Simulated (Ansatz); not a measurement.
The system is Eu.

```
Eu
1.0
    -2.30300    2.30300    2.30300
     2.30300   -2.30300    2.30300
     2.30300    2.30300   -2.30300
Eu
1
Direct
  0.00000 0.00000 0.00000
```

Base run:

- Program: Ansatz 0.2.0
- Functional: PBEsol
- Potentials or basis: all-electron LAPW, non-relativistic
- Cutoff: 117 eV (chosen from the basis error)
- Basis error allowed: 0.001 eV/atom
- k mesh: 8 × 8 × 8
- Occupations: fermi-dirac, width 0.05 eV
- Spin: collinear spin, ferromagnetic start
- Starting moments: [7.0] μB

Its results: pressure -0.1 GPa; net moment 7.35 μB per cell; site moments Eu +7.24 μB.

Question: The run is repeated on the same cell with these changes: potentials or basis from all-electron LAPW, non-relativistic to all-electron LAPW, scalar-relativistic. What comes out?

Answer: Pressure -2.5 GPa; net moment 7.37 μB per cell; site moments Eu +7.19 μB.

Caveats: an open f shell can end in a state above the lowest; relativity is left out, which matters for the heavier elements (some runs).
